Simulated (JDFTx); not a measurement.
The system is Si2Ni.

```
Ni Si
1.0
     0.00000    2.70300    2.70300
     2.70300    0.00000    2.70300
     2.70300    2.70300    0.00000
Ni Si
1 2
Direct
  0.00000 0.00000 0.00000
  0.75000 0.75000 0.75000
  0.25000 0.25000 0.25000
```

- Program: JDFTx 1.7.0 (patched build)
- Task: relaxation of cell and atoms
- Functional: RPBE
- Potentials or basis: PseudoDojo-SR-PBE-0.5-standard with smoothed tails
- Cutoff: 1333 eV
- Density cutoff: 10667 eV
- k mesh: 6 × 6 × 6
- Occupations: fermi-dirac, width 0.05 eV
- Spin: collinear spin, ferromagnetic start
- Starting moments: [1.0, 0.0, 0.0] μB

At the start: pressure 6.0 GPa; volume 13.17 Å³/atom.

Task: How do energy, volume and symmetry change on relaxing?

Result: Over 6 steps the energy falls by 9.4 meV/atom and the volume is 13.68 Å³/atom (+3.9 %); space group Fm-3m (No. 225, to 0.05 Å); moment 0.00 μB per cell.

Step by step:
```tsv
step	energy change (eV)	largest force (eV/Å)	pressure (GPa)	volume (Å³)
1	0.0000	0.0000	6.00	39.50
2	-0.0055	0.0000	5.35	39.65
3	-0.0280	0.0000	0.31	40.96
4	-0.0281	0.0000	0.04	41.04
5	-0.0281	0.0000	-0.01	41.05
6	-0.0281	0.0000	0.00	41.05
```

Final structure:
```yaml
crystal:
  lattice:
    - [0.00000, 2.73798, 2.73798]
    - [2.73798, 0.00000, 2.73798]
    - [2.73798, 2.73798, 0.00000]
  atoms:
    - { symbol: Ni, position: [0.00000, 0.00000, 0.00000] }
    - { symbol: Si, position: [0.75000, 0.75000, 0.75000] }
    - { symbol: Si, position: [0.25000, 0.25000, 0.25000] }
```

Caveat: the k mesh is coarse; the potentials were made for another functional, which shifts forces and pressure.
